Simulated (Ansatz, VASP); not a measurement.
# Cross-check of HC2F (H-CC-F chair bilayer, AA) between VASP and Ansatz

Wanted: the spread between two codes on one cell, functional and k mesh. The structure shown is the start of the Ansatz relaxation below; VASP solves that cell, so the two are compared at the walk's first step.

Main program and level: Ansatz 0.2.0; plane waves, with VASP 6.6.1 beside it; single point at PBEsol with D3(BJ).

**1. The starting structure**

The cell holds 8 atoms: 2 F, 4 C and 2 H. Cell: a = 2.508 Å, b = 2.508 Å, c = 40.427 Å, α = 90.0°, β = 90.0°, γ = 120.0°. Vacuum lies along c. The height across the vacuum is the one that the program set for its solve, not the one typed.

**2. Ansatz: relaxation, PBEsol with D3(BJ)**

Ansatz runs on its default PAW (the set named soft_2) files.

The two programs are compared at the cell with which this relaxation starts, whose forces are those of its first step.

input.yaml

```yaml
crystal:
  lattice:
    - [2.508, 0.0, 0.0]
    - [-1.254, 2.1719917127, 0.0]
    - [0.0, 0.0, 26.3133333333]
  atoms:
    - { symbol: F, position: [0.6666666667, 0.3333333333, 0.342031923] }
    - { symbol: C, position: [0.6666666667, 0.3333333333, 0.3925766405] }
    - { symbol: C, position: [0.3333333333, 0.6666666667, 0.411831771] }
    - { symbol: H, position: [0.3333333333, 0.6666666667, 0.4524955663] }
    - { symbol: F, position: [0.6666666667, 0.3333333333, 0.5475044337] }
    - { symbol: C, position: [0.6666666667, 0.3333333333, 0.5980491513] }
    - { symbol: C, position: [0.3333333333, 0.6666666667, 0.6173042817] }
    - { symbol: H, position: [0.3333333333, 0.6666666667, 0.657968077] }
  periodic: [true, true, false]
kpoints:
  mp_grid: { grid: [18, 18, 1] }
hamiltonian:
  xc: pbesol
  dispersion: d3bj
scf:
  occupations: { method: fermi_dirac, width: 0.05 }
  convergence: { dr2_threshold: 1.0e-09 }
relax:
  f_tol: 0.004
  max_steps: 90
  cell: {}
output:
  write_potential: true
  write_density: true
  volumetric_format: npy
```

The run is started by

```bash
$ ansatz run input.yaml --threads 4 --pin off --max-ram 6144MiB --backend cpu --events-out ev --progress --plain --runs-dir out
```

Numbers of over 12 decimals in the logs are rounded to 6 here.

The program printed:

```text
Warning: crystal.periodic: the lattice vector that does not repeat stood 0.000° off the slab's normal, 26.313 Å along it as the deck builds it. The run solves the slab on a vector along the normal, 40.427 Å long, with every atom where it was (on the deck's vector they left 18.00 Å outside them, and the widest stretch free of ions among them is 2.50 Å). A fractional position that the run reports is one of the run's ce [...]
Warning: relax.cell: scf.convergence.dr2_threshold = 1e-9 eV is looser than the 2.38536688762e-10 eV advised for a relaxation that steers and ends on the stress (1e-10 eV for each atom of the cell: 8, times the square of relax.cell.stress_2d_tol = 0.05 N/m over 18.3 Å (the atoms' height at the walk's start and 5 Å past either face), 2.730e-2 GPa, over a crystal's default 0.05). What an SCF threshold leaves in a stress goes as its square root, and in the free energy as the threshold itself, and one threshold admits the most on a small cell: [figures from the program's tests cut] Set scf.convergence.dr2_threshold to 2.38536688762e-10 eV or tighter. [rest of the remark cut]
crystal.periodic: the lattice vector that does not repeat stood 0.000° off the slab's normal, 26.313 Å along it as the deck builds it. The run solves the slab on a vector along the normal, 40.427 Å long, with every atom where it was (on the deck's vector they left 18.00 Å outside them, and the widest stretch free of ions among them is 2.50 Å). A fractional position that the run reports is one of the run's cell, which [...]
Engine: ansatz 0.2.0, aarch64-unknown-linux-gnu
Pseudopotentials: kind: paw
[...]
SCF iter   8: F=—  HF=-2617.905176 eV  |F-HF|=—  |Δ(HF+E_count)|=   4.11e-8  Δρ=1.31e-6  dr2=3.95e-9  ethr=1.34e-10  ⟨swp⟩=2.5  Hψ=1398  notcnv=0
SCF iter   9: F=-2617.905176 eV  HF=-2617.905176 eV  |F-HF|=1.06e-8  |Δ(HF+E_count)|=   5.48e-8  Δρ=5.00e-7  dr2=9.43e-10  ethr=3.13e-12  ⟨swp⟩=11.2  Hψ=6223  notcnv=0
SCF 10 converged in 9 iterations: F = -2617.905176 eV  dr2 = 9.43e-10
relax step  10: F+E_penalty+E_count = -2617.90517632 eV  Δ(F+E_penalty+E_count) = +1.681e-5 eV  max|allowed force component| = 1.079e-4 eV/Å  Δτ_max = 0.0004 Å  P = -0.001 N/m  Ω = 226.820 Å³  energy of the carried Pulay correction = -5.952e-4 eV  fix = [c, alpha, beta]  reactions: c -0.000 N/m  (9 SCF iters, accepted)
iter 1 solved again at ethr=4.15e-7 eV; its pass at ethr=3.10e-3 eV (dr2=1.33e-4 eV) is discarded
SCF iter   1: F=—  HF=-2617.905451 eV  |F-HF|=—  |Δ(HF+E_count)|=         —  Δρ=2.41e-5  dr2=5.86e-6  ethr=4.15e-7  ⟨swp⟩=5.3  Hψ=11157  notcnv=0
preconditioner: auto → LDOS  [metal: Δε(μ)=0.032 eV  Ē_g=15.121 eV  σ=0.050 eV  W_gap=0.15  n_scr=24 (ndim 8)  ℏωp=13.5 eV  f_vac=0.738  D(μ)=0.47/eV (n_scr^D=6)  β→1.0]
SCF iter   2: F=—  HF=-2617.905738 eV  |F-HF|=—  |Δ(HF+E_count)|=   2.87e-4  Δρ=7.67e-6  dr2=2.01e-6  ethr=1.83e-8  ⟨swp⟩=3.0  Hψ=1587  notcnv=0
SCF iter   3: F=—  HF=-2617.905755 eV  |F-HF|=—  |Δ(HF+E_count)|=   1.68e-5  Δρ=3.53e-6  dr2=5.58e-7  ethr=6.27e-9  ⟨swp⟩=1.4  Hψ=927  notcnv=0
SCF iter   4: F=—  HF=-2617.905761 eV  |F-HF|=—  |Δ(HF+E_count)|=   6.96e-6  Δρ=2.34e-6  dr2=3.28e-7  ethr=1.74e-9  ⟨swp⟩=1.6  Hψ=985  notcnv=0
SCF iter   5: F=—  HF=-2617.905763 eV  |F-HF|=—  |Δ(HF+E_count)|=   1.53e-6  Δρ=1.26e-6  dr2=6.71e-8  ethr=1.03e-9  ⟨swp⟩=1.3  Hψ=902  notcnv=0
SCF iter   6: F=—  HF=-2617.905763 eV  |F-HF|=—  |Δ(HF+E_count)|=   1.34e-7  Δρ=5.91e-7  dr2=2.13e-8  ethr=2.10e-10  ⟨swp⟩=1.7  Hψ=1005  notcnv=0
SCF iter   7: F=—  HF=-2617.905763 eV  |F-HF|=—  |Δ(HF+E_count)|=   1.52e-7  Δρ=2.49e-7  dr2=3.38e-9  ethr=6.67e-11  ⟨swp⟩=1.7  Hψ=997  notcnv=0
SCF iter   8: F=-2617.905763 eV  HF=-2617.905763 eV  |F-HF|=9.26e-9  |Δ(HF+E_count)|=   1.99e-7  Δρ=5.49e-8  dr2=8.42e-12  ethr=3.13e-12  ⟨swp⟩=17.0  Hψ=7608  notcnv=0
SCF 11 converged in 8 iterations: F = -2617.905763 eV  dr2 = 8.42e-12
relax step  11: F+E_penalty+E_count = -2617.90576326 eV  Δ(F+E_penalty+E_count) = -5.869e-4 eV  max|allowed force component| = 1.994e-4 eV/Å  Δτ_max = 0.0000 Å  P = +0.009 N/m  Ω = 226.820 Å³  fix = [c, alpha, beta]  reactions: c +0.000 N/m  stress off target by 9.50e-3 N/m on what of the cell is left free  SCF on the basis re-selected at this cell (its energy is not comparable with the rows above)  (8 SCF iters)
basis re-selected at this cell: Δ(F+E_penalty+E_count) = -5.869e-4 eV, ΔP = +0.010 N/m vs the last step (what re-selecting the basis moved, of the pressure what is left beyond the Pulay correction that the steps carried, after the strain that the cell walked since its last selection, with what the two solves' SCF thresholds leave and, on support functions, any second-order correction that the steps lacked; it is no m [...]
WARN: The output density's exchange-correlation potential varies sharply where the density is thin. Do not read a vacuum level from v_tot or v_xc, or from such a field of the output density. On a cell that repeats whose density bears no net charge and no dipole along the vacuum's axis use v_es (v_loc + v_h of the components); under efield.dipole_correction with no amplitude use v_es + v_field, which holds any externa [...]
SCF converged after 8 iterations
Free energy (F): -2617.905763 eV
Harris-Foulkes:  -2617.905763 eV  (|F-HF|=9.26e-9)
Internal energy: -2617.902019 eV  (E = F + TS)
E sigma→0 (E₀):  -2617.903891 eV
Entropy (-TS):   -0.003744 eV (-0.468 meV/atom)
Fermi energy:    -5.080516 eV
--- Per-component energies (eV) ---
  E_band       = -493.054213
  E_kinetic    = 802.875795
  E_local      = -116430.078256  (includes V_loc(G=0)·N_el)
  E_nonlocal   = 257.739097
  E_hartree    = 57749.326023
  E_xc         = -365.360669
  E_vxc        = -462.659352  (∫ρ·V_xc dr)
  E_paw        = -769.320659  (= ΣΔE_a)
  E_vpaw       = -159.585188  (= ΣTr[D̂ρ^β])
  E_aug_tail   = 0.001389  (compensation charges beyond the density's cutoff)
  E_ewald      = 56137.124212
  E_disp       = -0.378238  (pairwise vdW)
  E_core_change = 0.169287  (= ΣΔE_core)
  E_smearing   = -0.003744  (= −TS)
  E_closure    = -0.000000  (closes the sum)
  Σ components = -2617.905763   (vs F -2617.905763, Δ=0.00e0)
--- Forces (eV/Å), atoms counted from 1 ---
  atom   1  F      0.00000000     0.00000000    -0.00011205
  atom   2  C      0.00000000    -0.00000000    -0.00013762
  atom   3  C      0.00000000     0.00000000     0.00015511
  atom   4  H      0.00000000    -0.00000000    -0.00002086
  atom   5  F     -0.00000000     0.00000000    -0.00003090
  atom   6  C      0.00000000    -0.00000000    -0.00006110
  atom   7  C      0.00000000     0.00000000     0.00019972
  atom   8  H      0.00000000    -0.00000000     0.00001034
  max |Σ_I F_I| component: 2.64e-6 eV/Å
--- 2D stress c σ (N/m, compression-positive) ---
        0.009496       0.000000      -0.000000
       -0.000000       0.009496      -0.000000
       -0.000000      -0.000000       0.000000
  P = ½ c Tr σ = 0.0095 N/m
--- Band table (eV; the first three rows and the last of 37) ---
  k-point 0: bands = ["-33.1549", "-29.9810", "-25.5385", "-22.3428", "-17.6966", "-14.4573", "-13.0579", "-11.4098", "-11.4098", "-9.8048", "-8.2275", "-8.2275", "-8.2129", "-8.2129", "-5.2129", "-4.9812", "-4.9812", "-3.5424", "-2.6807", "-1.6049", "-0.5973", "-0.0934", "-0.0934", "-0.0643"]
  k-point 1: bands = ["-33.1262", "-29.9525", "-25.4763", "-22.2808", "-17.6499", "-14.4127", "-13.0812", "-11.5588", "-11.4701", "-9.8357", "-8.4873", "-8.3605", "-8.3272", "-8.2743", "-5.2394", "-5.1135", "-5.0795", "-3.4397", "-2.5753", "-1.5045", "-0.5351", "-0.0909", "0.1290", "0.1359"]
  k-point 2: bands = ["-33.0427", "-29.8692", "-25.2901", "-22.0951", "-17.5134", "-14.2840", "-13.1929", "-11.9560", "-11.6447", "-9.9737", "-9.1230", "-8.7514", "-8.5806", "-8.4515", "-5.8690", "-5.3292", "-4.8340", "-3.1448", "-2.2787", "-1.2616", "-0.4283", "0.0121", "0.6012", "0.7618"]
  k-point 36: bands = ["-31.9730", "-28.8041", "-20.0562", "-19.2723", "-17.0001", "-16.8875", "-16.0530", "-14.5310", "-14.1264", "-13.8163", "-11.8573", "-11.2914", "-11.0378", "-10.7280", "-8.5776", "-7.5488", "-0.2150", "0.2861", "2.2476", "3.2223", "3.4052", "4.3291", "5.2229", "5.4191"]
  the weakly bound empty levels are not read free of the cell's end (no_gap_told)
--- Relaxed structure (9 steps of the walk, 8 accepted, 2 SCFs on fresh bases) ---
  F+E_penalty+E_count = -2617.90576326 eV   max|allowed force component| = 1.994e-4 eV/Å   (the final SCF, on the basis selected at the relaxed cell)
  cell:  # Å, volume = 226.8196 Å³
    - [2.545312, 0, 0]
    - [-1.272656, 2.204305, 0]
    - [0, 0, 40.426667]
  atoms:
    - { symbol: F, position: [0.666667, 0.333333, 0.225625] }
    - { symbol: C, position: [0.666667, 0.333333, 0.259394] }
    - { symbol: C, position: [0.333333, 0.666667, 0.271276] }
    - { symbol: H, position: [0.333333, 0.666667, 0.298627] }
    - { symbol: F, position: [0.666667, 0.333333, 0.352176] }
    - { symbol: C, position: [0.666667, 0.333333, 0.386194] }
    - { symbol: C, position: [0.333333, 0.666667, 0.397834] }
    - { symbol: H, position: [0.333333, 0.666667, 0.425300] }
```

The column dr2 measures how far the density is from self-consistency, as an energy; F and HF (Harris–Foulkes) agree once it is small.

**3. VASP: single point, PBEsol with D3(BJ), start cell**

The same cell, functional, mesh and smearing now go to VASP, with its own data sets.

Lines of VASP's logs that name or quote its potential files are left out, and so is its time.

INCAR

```
SYSTEM = HC2F
PREC = Accurate
ENCUT = 520
EDIFF = 1E-06
NELM = 120
ISMEAR = -1
SIGMA = 0.05
LREAL = .FALSE.
ALGO = Normal
GGA = PS
IVDW = 12
NBANDS = 24
LORBIT = 11
LWAVE = .FALSE.
LCHARG = .FALSE.
ISIF = 2
LDIPOL = .TRUE.
IDIPOL = 3
DIPOL = 0.5 0.5 0.327
LVHAR = .TRUE.
LASPH = .TRUE.
GGA_COMPAT = .FALSE.
NELMDL = -8
KPAR = 2
```

POSCAR

```
HC2F
1.0
    2.5080000000      0.0000000000      0.0000000000
   -1.2540000000      2.1719920000      0.0000000000
    0.0000000000      0.0000000000     40.4266670000
F C H
2 4 2
Direct
    0.6666665899      0.3333331799      0.2226253280
    0.6666665899      0.3333331799      0.3563654407
    0.6666665899      0.3333331799      0.2555244042
    0.3333331799      0.6666663597      0.2680573939
    0.6666665899      0.3333331799      0.3892645169
    0.3333331799      0.6666663597      0.4017974818
    0.3333331799      0.6666663597      0.2945250718
    0.3333331799      0.6666663597      0.4282651597
```

KPOINTS

```
Automatic mesh
0
Gamma
18 18 1
0 0 0
```

Potentials, in the order of the species: F, C and H (PBE family, release 64).

The run is started by

```bash
$ mpirun -np 2 vasp_std
```

The program printed:

```text
[banner, memory and clock lines left out]
running    2 mpi-ranks, on    1 nodes
 distrk:  each k-point on    1 cores,    2 groups
 distr:  one band on    1 cores,    1 groups

 POSCAR found type information on POSCAR F C H
 POSCAR found :  3 types and       8 ions
|                                                                             |
|               ----> ADVICE to this user running VASP <----                  |
|                                                                             |
|     You enforced a specific xc type in the INCAR file but a different       |
|     [... a line on the potential file left out ...]
|     I HOPE YOU KNOW WHAT YOU ARE DOING!                                     |
|                                                                             |

 LDA part: xc-table for (Slater+PW92), standard interpolation
 POSCAR, INCAR and KPOINTS ok, starting setup
 FFT: planning ... GRIDC
 FFT: planning ... GRID_SOFT
 FFT: planning ... GRID
 WAVECAR not read
 entering main loop
       N       E                     dE             d eps       ncg     rms          rms(c)
DAV:   1     0.272318370368E+03    0.27232E+03   -0.13751E+04  1968   0.105E+03
DAV:   2    -0.259767160646E+02   -0.29830E+03   -0.27663E+03  2704   0.260E+02
DAV:   3    -0.556742000246E+02   -0.29697E+02   -0.29494E+02  2320   0.957E+01
DAV:   4    -0.562419445114E+02   -0.56774E+00   -0.56545E+00  2352   0.152E+01
DAV:   5    -0.562561164105E+02   -0.14172E-01   -0.14137E-01  2280   0.222E+00
DAV:   6    -0.562566485693E+02   -0.53216E-03   -0.53142E-03  2416   0.418E-01
DAV:   7    -0.562566683979E+02   -0.19829E-04   -0.19822E-04  2360   0.688E-02
DAV:   8    -0.562566691440E+02   -0.74605E-06   -0.74457E-06  2056   0.124E-02    0.114E+01
DAV:   9    -0.536059974600E+02    0.26507E+01   -0.31046E+00  2248   0.130E+01    0.611E+00
DAV:  10    -0.529866706128E+02    0.61933E+00   -0.17377E+00  2392   0.826E+00    0.235E+00
DAV:  11    -0.529565239015E+02    0.30147E-01   -0.22502E-01  2368   0.312E+00    0.774E-01
DAV:  12    -0.529761312699E+02   -0.19607E-01   -0.48181E-01  2312   0.313E+00    0.449E-01
DAV:  13    -0.529549395302E+02    0.21192E-01   -0.15771E-02  2296   0.135E+00    0.208E-01
DAV:  14    -0.529370681496E+02    0.17871E-01   -0.98663E-03  2360   0.128E+00    0.105E-01
[...]
DAV:  22    -0.529371805723E+02   -0.24913E-04   -0.77539E-06  1944   0.123E-02    0.696E-03
DAV:  23    -0.529371977089E+02   -0.17137E-04   -0.90696E-06  1840   0.179E-02    0.198E-03
DAV:  24    -0.529372055185E+02   -0.78096E-05   -0.18582E-06  1440   0.545E-03    0.140E-03
DAV:  25    -0.529372121972E+02   -0.66787E-05   -0.18821E-06  1440   0.575E-03    0.887E-04
DAV:  26    -0.529372149083E+02   -0.27111E-05   -0.53917E-07  1440   0.259E-03    0.706E-04
DAV:  27    -0.529372172364E+02   -0.23281E-05   -0.47618E-07  1424   0.169E-03    0.235E-04
DAV:  28    -0.529372182586E+02   -0.10222E-05   -0.18602E-07  1472   0.135E-03    0.349E-04
DAV:  29    -0.529372186061E+02   -0.34747E-06   -0.47516E-08  1440   0.103E-03
   1 F= -.53314754E+02 E0= -.53313033E+02  d E =-.344163E-02
```

(Part 1 of 2 ends here.)

[Lines on the potential files, build, host, timing and source positions are cut from VASP's logs without a mark.]

[Logs are printed without paths, hosts, clocks, repeated set-up lines and the standing remarks that a program may print on its own settings, such as how far it seeks lower states.]

[Hosts, paths, dates, database ids (printed as entryN), source tags and the programs' standing remarks are cut or masked in the printed files.]
